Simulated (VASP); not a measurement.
# Sc (P-1) in VASP: notebook

The runs below take Sc through single point, with PBEsol.

Everything below comes from runs of VASP 6.6.1. Logs are shortened: lines on timing, memory, paths and dates and some standing lists are left out, and cuts for length are marked.

**1. Starting point**

The typed cell holds 1 atom: a = 3.202 Å, b = 3.216 Å, c = 3.226 Å, α = 61.44°, β = 61.31°, γ = 62.16°.

This isn't the form of Sc at room conditions, which is hcp.

**2. Single point, PBEsol**

File INCAR:

```
SYSTEM = Sc
  PREC = Accurate
  ENCUT = 350
  EDIFF = 1E-6
  ISMEAR = 1
  SIGMA = 0.2
  LREAL = .FALSE.
  LASPH = .TRUE.
  NELM = 100
  ALGO = Normal
  ISIF = 2
  LWAVE = .FALSE.
  LCHARG = .FALSE.
  GGA = PS
  ADDGRID = .FALSE.
```

File KPOINTS:

```
regular mesh
0
G
  4 4 4
  0 0 0
```

File POSCAR:

```
Sc
1.0
    3.2019616822      0.0000000000      0.0000000000
    1.5021078373      2.8441406042      0.0000000000
    1.5489936237      0.9264468030      2.6741812389
Sc
1
Direct
    0.0000000000      0.0000000000      0.0000000000
```

Potentials or basis: VASP PAW PBE potentials, release 64 (Sc_sv).

Started as:

```
$ cat potpaw_PBE.64/Sc_sv/POTCAR > POTCAR
$ mpirun -np 1 vasp_std > vasp.out
```

OUTCAR:

```text
SYSTEM = Sc
   PREC = Accurate
   ENCUT = 350
   EDIFF = 1E-6
   ISMEAR = 1
   LREAL = .FALSE.
   LASPH = .TRUE.
   NELM = 100
   ISIF = 2
   GGA = PS

 Found     36 irreducible k-points:

 Following reciprocal coordinates:
            Coordinates               Weight
  0.000000  0.000000  0.000000      1.000000
  0.250000  0.000000  0.000000      2.000000
  0.500000  0.000000  0.000000      1.000000
  0.000000  0.250000 -0.000000      2.000000
  0.250000  0.250000  0.000000      2.000000
  0.500000  0.250000 -0.000000      2.000000
   k-points           NKPTS =     36   k-points in BZ     NKDIM =     36   number of bands    NBANDS=      9
   number of dos      NEDOS =    301   number of ions     NIONS =      1
   total plane-waves  NPLWV =   8000
   dimension x,y,z NGX =    20 NGY =   20 NGZ =   20
   dimension x,y,z NGXF=    40 NGYF=   40 NGZF=   40
   ions per type =               1
   NGX,Y,Z   is equivalent  to a cutoff of  10.38, 10.34, 10.31 a.u.
   NGXF,Y,Z  is equivalent  to a cutoff of  20.77, 20.67, 20.61 a.u.
 SYSTEM =  Sc
   PREC   = accura    normal or accurate (medium, high low for compatibility)
   ISTART =      0    job   : 0-new  1-cont  2-samecut
   ICHARG =      2    charge: 1-file 2-atom 10-const
   ISPIN  =      1    spin polarized calculation?
   LNONCOLLINEAR =      F non collinear calculations
   LSORBIT =      F    spin-orbit coupling
   LASPH  =      T    aspherical Exc in radial PAW
   ENCUT  =  350.0 eV  25.72 Ry    5.07 a.u.   4.88  4.91  4.92*2*pi/ulx,y,z
   NELM   =    100;   NELMIN=  2; NELMDL= -5     # of ELM steps
   EDIFF  = 0.1E-05   stopping-criterion for ELM
   LREAL  =      F    real-space projection
   EDIFFG = 0.1E-04   stopping-criterion for IOM
   NSW    =      0    number of steps for IOM
   IBRION =     -1    ionic relax: 0-MD 1-quasi-New 2-CG
   NFREE  =      0    steps in history (QN), initial steepest desc. (CG)
   ISIF   =      2    stress and relaxation
   ISYM   =      2    0-nonsym 1-usesym 2-fastsym
   POTIM  = 0.5000    time-step for ionic-motion
   TEBEG  =    0.0;   TEEND  =   0.0 temperature during run
   PSTRESS=    0.0 pullay stress
   NELECT =      11.0000    total number of electrons
   NUPDOWN=      -1.0000    fix difference up-down
   EMIN   =  10.00;   EMAX   =-10.00  energy-range for DOS
   EFERMI =   0.00;   METHOD = LEGACY
   ISMEAR =     1;   SIGMA  =   0.20  broadening in eV -4-tet -1-fermi 0-gaus
   EFERMI_NEDOS =   21; number of points for ismear=-14 and -15
   IALGO  =     38    algorithm
   IMIX   =      4    mixing-type and parameters
     AMIX     =   0.40;   BMIX     =  1.00
     AMIX_MAG =   1.60;   BMIX_MAG =  1.00
  volume/ion in A,a.u.               =      24.35       164.34
  Fermi-wavevector in a.u.,A,eV,Ry     =   1.256087  2.373660 21.466653  1.577755
  Thomas-Fermi vector in A             =   2.389812
   LORBIT       =      0    0 simple, 1 ext, 2 COOP (PROOUT), +10 PAW based schemes
   GGA     = PS    functional components
   LHFCALC =     F    Hartree Fock is set to
   AEXX    =    0.0000 exact exchange contribution
   IVDW    =     0    specifies the selected vdW correction
   LEPSILON=     F    determine dielectric tensor
   LRPA    =     F    only Hartree local field effects (RPA)
 non-spin polarized calculation
 Methfessel and Paxton  Order N= 1 SIGMA  =   0.20
  energy-cutoff  :      350.00
  volume of cell :       24.35
 maximum number of plane-waves:       372
   NGX =  9   NGY =  9   NGZ =  9

 number of electron      11.0000003 magnetization

 Free energy of the ion-electron system (eV)
  ---------------------------------------------------
  ext. energy  EPLUGINS =         0.00000000
  ---------------------------------------------------
  free energy    TOTEN  =        -6.56791254 eV

  energy without entropy =       -6.56433044  energy(sigma->0) =       -6.56671851

 E-fermi :   3.8421     XC(G=0): -10.0427

 val. band max:        3.8343627475   @ k =   0.5000  -0.2500   0.2500
 cond. band min:       3.8470329392   @ k =  -0.2500   0.5000   0.2500
 fundamental gap:      0.0126701917
 Fermi energy:         3.8420730725

 k-point     1 :       0.0000    0.0000    0.0000
  band No.  band energies     occupation
      1     -45.5347      2.00000
      2     -24.0487      2.00000
      3     -24.0421      2.00000
      4     -24.0092      2.00000
      5      -1.5169      2.00000
      6       5.1048     -0.00000
      7       5.1879     -0.00000
      8       5.4864     -0.00000
      9       6.6237     -0.00000

 k-point     2 :       0.2500    0.0000    0.0000
  band No.  band energies     occupation
      1     -45.5042      2.00000
      2     -24.2484      2.00000
      3     -24.0695      2.00000
      4     -24.0435      2.00000
      5      -0.0686      2.00000
      6       4.3869     -0.00080
      7       5.3256     -0.00000
      8       5.6295     -0.00000
      9       6.7028     -0.00000

 k-point     3 :       0.5000    0.0000    0.0000
  band No.  band energies     occupation
      1     -45.4733      2.00000
      2     -24.4514      2.00000
      3     -24.0905      2.00000
      4     -24.0731      2.00000
      5       1.8815      2.00000
      6       3.9068      0.48277
      7       5.0234     -0.00000
      8       5.3265     -0.00000
      9       7.4594     -0.00000

 k-point     4 :       0.0000    0.2500   -0.0000
  band No.  band energies     occupation
      1     -45.5053      2.00000
      2     -24.2486      2.00000
      3     -24.0648      2.00000
      4     -24.0406      2.00000
      5      -0.0860      2.00000
      6       4.3575     -0.00163
      7       5.3341     -0.00000
      8       5.6247     -0.00000
      9       6.7237     -0.00000

 k-point     5 :       0.2500    0.2500    0.0000
  band No.  band energies     occupation
      1     -45.4913      2.00000
      2     -24.2434      2.00000
      3     -24.1245      2.00000
      4     -24.0924      2.00000
      5       0.4224      2.00000
      6       4.0136     -0.00671
      7       5.4258     -0.00000
      8       6.0653     -0.00000
      9       6.2463     -0.00000

 k-point     6 :       0.5000    0.2500   -0.0000
  band No.  band energies     occupation
      1     -45.4606      2.00000
      2     -24.3916      2.00000
      3     -24.1977      2.00000
      4     -24.1220      2.00000
      5       2.4773      2.00000
      6       3.3321      2.00185
      7       4.5983     -0.00000
      8       6.2078     -0.00000
      9       7.6719     -0.00000

 [... further k-points ...]

------------------------ aborting loop because EDIFF is reached ----------------------------------------

  FORCE on cell =-STRESS in cart. coord.  units (eV):
  Direction    XX          YY          ZZ          XY          YZ          ZX
  --------------------------------------------------------------------------------------
  -------------------------------------------------------------------------------------
  Total       -0.0748979     -0.2579921     -0.3051715      0.1363744      0.1082593      0.1579782
  in kB       -4.9274526    -16.9730111    -20.0768962      8.9719206      7.1222563     10.3932134
  external PRESSURE =     -13.9924533 kB  Pullay stress =       0.0000000 kB

 VOLUME and BASIS-vectors are now :
 -----------------------------------------------------------------------------
  energy-cutoff  :      350.00
  volume of cell :       24.35
      direct lattice vectors                 reciprocal lattice vectors
     3.201961682  0.000000000  0.000000000     0.312308547 -0.164943011 -0.123758636
     1.502107837  2.844140604  0.000000000     0.000000000  0.351600058 -0.121808778
     1.548993624  0.926446803  2.674181239     0.000000000  0.000000000  0.373946233

 POSITION                                       TOTAL-FORCE (eV/Angst)
 -----------------------------------------------------------------------------------
      0.00000      0.00000      0.00000        -0.000000     -0.000000      0.000000
 -----------------------------------------------------------------------------------
    total drift:                                0.000000      0.000000      0.000000

  FREE ENERGIE OF THE ION-ELECTRON SYSTEM (eV)
  ---------------------------------------------------
  free  energy   TOTEN  =        -6.5679125373 eV

  energy  without entropy=       -6.5643304427  energy(sigma->0) =       -6.56671851
```

It took 3 s on 1 thread of Intel Xeon 6975P-C (Granite Rapids), shared host; peak memory 0.12 GiB.

The run converged, but some of its settings lie outside the range that counts as converged, so its numbers aren't taken as properties of the crystal.

What came out:

```
Free energy            : -6.5679 eV
Pressure               : -1.4 GPa
Band gap on the k mesh : none (metal or under the smearing width)
```

Caveat: the k mesh is coarse (spacing up to 0.59 Å⁻¹), so the values aren't converged; the PAW data sets were made with another functional, which shifts forces and pressure a little.

**3. Single point, PBEsol**

Edit INCAR of step 2 so:

```diff
@@ -2,3 +2,3 @@
   PREC = Accurate
-  ENCUT = 350
+  ENCUT = 400
   EDIFF = 1E-6
```

KPOINTS is that of step 2.

POSCAR is that of step 2.

Potentials or basis: VASP PAW PBE potentials, release 64 (Sc_sv).

Started as:

```
$ cat potpaw_PBE.64/Sc_sv/POTCAR > POTCAR
$ mpirun -np 1 vasp_std > vasp.out
```

Run time: 3.1 s. Hardware: 1 thread of Intel Xeon 6975P-C (Granite Rapids), shared host; peak memory 0.13 GiB.

The run converged, but some of its settings lie outside the range that counts as converged, so its numbers aren't taken as properties of the crystal.

Results:

- Free energy: -6.5678 eV
- Pressure: -1.2 GPa
- Band gap on the k mesh: none (metal or under the smearing width)

Caveat: the k mesh is coarse (spacing up to 0.59 Å⁻¹), so the values aren't converged; the PAW data sets were made with another functional, which shifts forces and pressure a little.

**4. The reference run**

An earlier run on the cell as given: functional PBE; potentials or basis VASP PAW PBE potentials, release 64 (Sc_sv); cutoff 520 eV; k mesh 10 × 10 × 10; occupations fermi-dirac, width 0.05 eV; no spin polarisation.

* Pressure: 0.8 GPa
* Band gap on the k mesh: none (metal or under the smearing width)
